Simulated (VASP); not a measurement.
# Sb (R-3m) in VASP: notebook

Runs on Sb. Level: PBE. Tasks: relaxation of shape and atoms at fixed volume.

Everything below comes from runs of VASP 6.6.1. Logs are shortened: lines on timing, memory, paths and dates and some standing lists are left out, and cuts for length are marked.

## 1. Starting point

It takes space group R-3m (No. 166, trigonal). Conventional cell: a = 4.380 Å, b = 4.380 Å, c = 11.506 Å, α = 90.00°, β = 90.00°, γ = 120.00°. Around Sb (site symmetry 3m) lie 3 Sb at 2.95 Å.

## 2. Relaxation of shape and atoms at fixed volume, PBE

INCAR reads:

```
SYSTEM = Sb
ALGO = Normal
EDIFF = 1E-7
EDIFFG = -0.01
ENCUT = 300
GGA = PE
IBRION = 2
ISIF = 4
ISMEAR = 1
LASPH = .TRUE.
LCHARG = .FALSE.
LREAL = .FALSE.
LWAVE = .FALSE.
NELM = 80
NSW = 40
PREC = Accurate
SIGMA = 0.1
```

KPOINTS reads:

```
k-points
0
G
  6 6 5
  0 0 0
```

POSCAR reads:

```
Sb                                      
1.0
    2.1901163674      1.2644642743      3.8352658732
   -2.1901163674      1.2644642743      3.8352658732
    0.0000000000     -2.5289285485      3.8352658732
  Sb            
     2
Direct
     0.2327211414259907    0.2327211414259907    0.2327211414259907
     0.7672788585740093    0.7672788585740093    0.7672788585740093
```

Potentials or basis: VASP PAW PBE potentials, release 64 (Sb).

The run is started by

```bash
$ cat potpaw_PBE.64/Sb/POTCAR > POTCAR
$ mpirun -np 1 vasp_std > vasp.out
```

OUTCAR:

```text
SYSTEM = Sb
   EDIFF = 1E-7
   EDIFFG = -0.01
   ENCUT = 300
   GGA = PE
   IBRION = 2
   ISIF = 4
   ISMEAR = 1
   LASPH = .TRUE.
   LREAL = .FALSE.
   NELM = 80
   NSW = 40
   PREC = Accurate

 ion  position               nearest neighbor table
   1  0.233  0.233  0.233-   2 2.95   2 2.95   2 2.95   2 3.43   2 3.43   2 3.43
   2  0.767  0.767  0.767-   1 2.95   1 2.95   1 2.95   1 3.43   1 3.43   1 3.43

  LATTYP: Found a trigonal (rhomboedric) cell.
 ALAT       =     4.5939899784
 COS(alpha) =     0.5454472492

  Lattice vectors:

 A1 = (   2.1901163674,   1.2644642743,   3.8352658732)
 A2 = (  -2.1901163674,   1.2644642743,   3.8352658732)
 A3 = (   0.0000000000,  -2.5289285485,   3.8352658732)

Analysis of symmetry for initial positions (statically):
=====================================================================
 Subroutine PRICEL returns:
 Original cell was already a primitive cell.

 Routine SETGRP: Setting up the symmetry group for a
 trigonal (rhombohedral) supercell.

 Subroutine GETGRP returns: Found 12 space group operations
 (whereof 12 operations were pure point group operations)
 out of a pool of 12 trial point group operations.

The static configuration has the point symmetry D_3d.

Analysis of symmetry for dynamics (positions and initial velocities):
=====================================================================
 Subroutine PRICEL returns:
 Original cell was already a primitive cell.

 Routine SETGRP: Setting up the symmetry group for a
 trigonal (rhombohedral) supercell.

 Subroutine GETGRP returns: Found 12 space group operations
 (whereof 12 operations were pure point group operations)
 out of a pool of 12 trial point group operations.

The dynamic configuration has the point symmetry D_3d.

 Subroutine INISYM returns: Found 12 space group operations
 (whereof 12 operations are pure point group operations),
 and found     1 'primitive' translations

----------------------------------------------------------------------------------------

                                     Primitive cell

  volume of cell :      63.7266

  direct lattice vectors                    reciprocal lattice vectors
     2.190116367  1.264464274  3.835265873     0.228298371  0.131808126  0.086912705
    -2.190116367  1.264464274  3.835265873    -0.228298371  0.131808126  0.086912705
     0.000000000 -2.528928549  3.835265873     0.000000000 -0.263616252  0.086912705

  length of vectors
     4.593989978  4.593989978  4.593989978     0.277574039  0.277574039  0.277574039

  position of ions in fractional coordinates (direct lattice)
     0.232721141  0.232721141  0.232721141
     0.767278859  0.767278859  0.767278859

  ion indices of the primitive-cell ions
   primitive index   ion index
                 1           1
                 2           2

----------------------------------------------------------------------------------------

 KPOINTS: k-points

Automatic generation of k-mesh.
 Grid dimensions read from file:
 generate k-points for:    6    6    5

 Generating k-lattice:

  Cartesian coordinates                     Fractional coordinates (reciprocal lattice)
     0.038049729  0.021968021  0.014485451     0.166666667  0.000000000  0.000000000
    -0.038049729  0.021968021  0.014485451     0.000000000  0.166666667  0.000000000
     0.000000000 -0.052723250  0.017382541    -0.000000000 -0.000000000  0.200000000

  Length of vectors
     0.046262340  0.046262340  0.055514808

  Shift w.r.t. Gamma in fractional coordinates (k-lattice)
     0.000000000  0.000000000  0.000000000

 -----------------------------------------------------------------------------
|                                                                             |
|           W    W    AA    RRRRR   N    N  II  N    N   GGGG   !!!           |
|           W    W   A  A   R    R  NN   N  II  NN   N  G    G  !!!           |
|           W    W  A    A  R    R  N N  N  II  N N  N  G       !!!           |
|           W WW W  AAAAAA  RRRRR   N  N N  II  N  N N  G  GGG   !            |
|           WW  WW  A    A  R   R   N   NN  II  N   NN  G    G                |
|           W    W  A    A  R    R  N    N  II  N    N   GGGG   !!!           |
|                                                                             |
|     Your reciprocal lattice and k-lattice belong to different lattice       |
|     classes:                                                                |
|                                                                             |
|        The reciprocal lattice is rhombohedral (trigonal),                   |
|        whereas your k-lattice is base-centered monoclinic.                  |
|                                                                             |
|     Results are often still useful ...                                      |
|                                                                             |
 -----------------------------------------------------------------------------

 WARNING: IBZKPT: internal override: KBLOWUP is changed to .FALSE.
      ... skipping the blow-up phase ...

 Subroutine IBZKPT returns following result:
 ===========================================

 Found     55 irreducible k-points:

 Following reciprocal coordinates:
            Coordinates               Weight
  0.000000  0.000000  0.000000      1.000000
  0.166667  0.000000 -0.000000      4.000000
  0.333333  0.000000  0.000000      4.000000
  0.500000  0.000000 -0.000000      2.000000
  0.166667  0.166667 -0.000000      2.000000
  0.333333  0.166667 -0.000000      4.000000
[... 16 lines left out ...]
 -0.333333  0.166667  0.200000      4.000000
 -0.166667  0.166667  0.200000      4.000000
 [... further k-points ...]
   k-points           NKPTS =     55   k-points in BZ     NKDIM =     55   number of bands    NBANDS=      9
   number of dos      NEDOS =    301   number of ions     NIONS =      2
   total plane-waves  NPLWV =  21952
   dimension x,y,z NGX =    28 NGY =   28 NGZ =   28
   dimension x,y,z NGXF=    56 NGYF=   56 NGZF=   56
   ions per type =               2
   NGX,Y,Z   is equivalent  to a cutoff of  10.13, 10.13, 10.13 a.u.
   NGXF,Y,Z  is equivalent  to a cutoff of  20.27, 20.27, 20.27 a.u.
 SYSTEM =  Sb
   PREC   = accura    normal or accurate (medium, high low for compatibility)
   ISTART =      0    job   : 0-new  1-cont  2-samecut
   ICHARG =      2    charge: 1-file 2-atom 10-const
   ISPIN  =      1    spin polarized calculation?
   LNONCOLLINEAR =      F non collinear calculations
   LSORBIT =      F    spin-orbit coupling
   LASPH  =      T    aspherical Exc in radial PAW
   ENCUT  =  300.0 eV  22.05 Ry    4.70 a.u.   6.49  6.49  6.49*2*pi/ulx,y,z
   NELM   =     80;   NELMIN=  2; NELMDL= -5     # of ELM steps
   EDIFF  = 0.1E-06   stopping-criterion for ELM
   LREAL  =      F    real-space projection
   EDIFFG = -.1E-01   stopping-criterion for IOM
   NSW    =     40    number of steps for IOM
   IBRION =      2    ionic relax: 0-MD 1-quasi-New 2-CG
   NFREE  =      1    steps in history (QN), initial steepest desc. (CG)
   ISIF   =      4    stress and relaxation
   ISYM   =      2    0-nonsym 1-usesym 2-fastsym
   POTIM  = 0.5000    time-step for ionic-motion
   TEBEG  =    0.0;   TEEND  =   0.0 temperature during run
   PSTRESS=    0.0 pullay stress
   NELECT =      10.0000    total number of electrons
   NUPDOWN=      -1.0000    fix difference up-down
   EMIN   =  10.00;   EMAX   =-10.00  energy-range for DOS
   EFERMI =   0.00;   METHOD = LEGACY
   ISMEAR =     1;   SIGMA  =   0.10  broadening in eV -4-tet -1-fermi 0-gaus
   EFERMI_NEDOS =   21; number of points for ismear=-14 and -15
   IALGO  =     38    algorithm
   IMIX   =      4    mixing-type and parameters
     AMIX     =   0.40;   BMIX     =  1.00
     AMIX_MAG =   1.60;   BMIX_MAG =  1.00
  volume/ion in A,a.u.               =      31.86       215.02
  Fermi-wavevector in a.u.,A,eV,Ry     =   0.883015  1.668656 10.608670  0.779715
  Thomas-Fermi vector in A             =   2.003724
   LORBIT       =      0    0 simple, 1 ext, 2 COOP (PROOUT), +10 PAW based schemes
   GGA     = PE    functional components
   LHFCALC =     F    Hartree Fock is set to
   AEXX    =    0.0000 exact exchange contribution
   IVDW    =     0    specifies the selected vdW correction
   LEPSILON=     F    determine dielectric tensor
   LRPA    =     F    only Hartree local field effects (RPA)
 conjugate gradient relaxation of ions
 non-spin polarized calculation
 Methfessel and Paxton  Order N= 1 SIGMA  =   0.10
  energy-cutoff  :      300.00
  volume of cell :       63.73
 maximum number of plane-waves:       764
 NGX is ok and might be reduce to    28
   NGX = 13   NGY = 13   NGZ = 13

 number of electron      10.0000000 magnetization

 number of electron       9.9999999 magnetization

 Free energy of the ion-electron system (eV)
  ---------------------------------------------------
  ext. energy  EPLUGINS =         0.00000000
  ---------------------------------------------------
  free energy    TOTEN  =        -8.27759691 eV

  energy without entropy =       -8.27731363  energy(sigma->0) =       -8.27750249

 E-fermi :   6.6162     XC(G=0):  -9.2998

 val. band max:        6.6156346881   @ k =   0.3333   0.1667   0.2000
 cond. band min:       6.7851601795   @ k =   0.5000   0.3333   0.4000
 fundamental gap:      0.1695254914
 Fermi energy:         6.6162322286

 k-point     1 :       0.0000    0.0000    0.0000
  band No.  band energies     occupation
      1      -5.7017      2.00000
      2       1.5678      2.00000
      3       4.7002      2.00000
      4       4.9254      2.00000
      5       4.9254      2.00000
      6       8.5945     -0.00000
      7       9.2194      0.00000
      8       9.2194      0.00000
      9      11.7927      0.00000

 k-point     2 :       0.1667    0.0000   -0.0000
  band No.  band energies     occupation
      1      -5.4124      2.00000
      2       0.5637      2.00000
      3       4.7287      2.00000
      4       4.8573      2.00000
      5       5.2551      2.00000
      6       8.3337     -0.00000
      7       8.5618     -0.00000
      8       8.6334      0.00000
      9      11.2387      0.00000

 k-point     3 :       0.3333    0.0000    0.0000
  band No.  band energies     occupation
      1      -4.5651      2.00000
      2      -1.2929      2.00000
      3       4.7700      2.00000
      4       4.7701      2.00000
      5       5.7765      2.00000
      6       7.2785     -0.00000
      7       7.4461     -0.00000
      8       7.6627     -0.00000
      9      12.2653      0.00000

 k-point     4 :       0.5000    0.0000   -0.0000
  band No.  band energies     occupation
      1      -3.5008      2.00000
      2      -2.7602      2.00000
      3       4.7521      2.00000
      4       4.8645      2.00000
      5       6.3590      2.00167
      6       6.4046      2.01078
      7       6.8730     -0.00170
      8       7.2462     -0.00000
      9      14.0909      0.00000

 k-point     5 :       0.1667    0.1667   -0.0000
  band No.  band energies     occupation
      1      -5.3388      2.00000
      2       0.5198      2.00000
      3       4.0769      2.00000
      4       4.3586      2.00000
      5       6.0447      2.00000
      6       7.3679     -0.00000
      7       8.9109      0.00000
      8       9.7125      0.00000
      9      11.0164      0.00000

 k-point     6 :       0.3333    0.1667   -0.0000
  band No.  band energies     occupation
      1      -4.7090      2.00000
      2      -0.7011      2.00000
      3       3.6694      2.00000
      4       4.0350      2.00000
      5       5.1068      2.00000
      6       8.2003     -0.00000
      7       8.9890      0.00000
      8       9.2940      0.00000
      9      10.6270      0.00000
[... 169 lines left out ...]
 k-point    21 :       0.3333    0.1667    0.2000
  band No.  band energies     occupation
      1      -5.0434      2.00000
      2      -0.3824      2.00000
      3       3.5855      2.00000
      4       5.2262      2.00000
      5       6.6156      1.01011
      6       6.9572     -0.00002
      7       7.6866     -0.00000
      8       9.7666      0.00000
      9      11.5456      0.00000

 k-point    22 :       0.5000    0.1667    0.2000
  band No.  band energies     occupation
      1      -4.1390      2.00000
      2      -1.6759      2.00000
      3       2.8295      2.00000
      4       4.6011      2.00000
      5       5.9100      2.00000
      6       7.1962     -0.00000
      7       7.9897     -0.00000
      8      10.0572      0.00000
      9      12.2480      0.00000

 k-point    23 :      -0.3333    0.1667    0.2000
  band No.  band energies     occupation
      1      -3.4845      2.00000
      2      -2.4284      2.00000
      3       3.1743      2.00000
      4       3.9462      2.00000
      5       4.9700      2.00000
      6       7.8602     -0.00000
      7       8.6808      0.00000
      8       9.2002      0.00000
      9      11.6964      0.00000

 k-point    24 :      -0.1667    0.1667    0.2000
  band No.  band energies     occupation
      1      -4.5409      2.00000
      2      -0.9226      2.00000
      3       3.7484      2.00000
      4       4.1876      2.00000
      5       4.4280      2.00000
      6       8.3803     -0.00000
      7       8.5904     -0.00000
      8       9.3730      0.00000
      9      10.7893      0.00000

 [... further k-points ...]
[... 5 lines left out ...]
  --------------------------------------------------------------------------------------
  -------------------------------------------------------------------------------------
  Total       -0.0010619     -0.0010619      0.0015547      0.0000000      0.0000000      0.0000000
  in kB       -0.0266989     -0.0266989      0.0390868      0.0000000      0.0000000      0.0000000
  external PRESSURE =      -0.0047704 kB  Pullay stress =       0.0000000 kB

 VOLUME and BASIS-vectors are now :
 -----------------------------------------------------------------------------
  energy-cutoff  :      300.00
  volume of cell :       63.73
      direct lattice vectors                 reciprocal lattice vectors
     2.190116367  1.264464274  3.835265873     0.228298371  0.131808126  0.086912705
    -2.190116367  1.264464274  3.835265873    -0.228298371  0.131808126  0.086912705
     0.000000000 -2.528928549  3.835265873     0.000000000 -0.263616252  0.086912705

 POSITION                                       TOTAL-FORCE (eV/Angst)
 -----------------------------------------------------------------------------------
      0.00000      0.00000      2.67764         0.000000      0.000000      0.000538
      0.00000      0.00000      8.82816         0.000000     -0.000000     -0.000538
 -----------------------------------------------------------------------------------
    total drift:                               -0.000000     -0.000000      0.000000

  FREE ENERGIE OF THE ION-ELECTRON SYSTEM (eV)
  ---------------------------------------------------
  free  energy   TOTEN  =        -8.2775969148 eV

  energy  without entropy=       -8.2773136257  energy(sigma->0) =       -8.27750249

 reached required accuracy - stopping structural energy minimisation
```

It took 9.9 s on 1 thread of Intel Xeon Platinum 8488C (Sapphire Rapids), shared host; peak memory 0.15 GiB.

What came out:

* Free energy: -8.2776 eV
* Pressure after relaxing: 0.0 GPa
* Band gap on the k mesh: none (metal or under the smearing width)

Final structure:
```
Sb
1.0
     2.19012    1.26446    3.83527
    -2.19012    1.26446    3.83527
     0.00000   -2.52893    3.83527
Sb
2
Direct
  0.23272 0.23272 0.23272
  0.76728 0.76728 0.76728
```

Caveat: the relaxation stopped at its first step, so nothing moved.

[end of part 1 of 2]
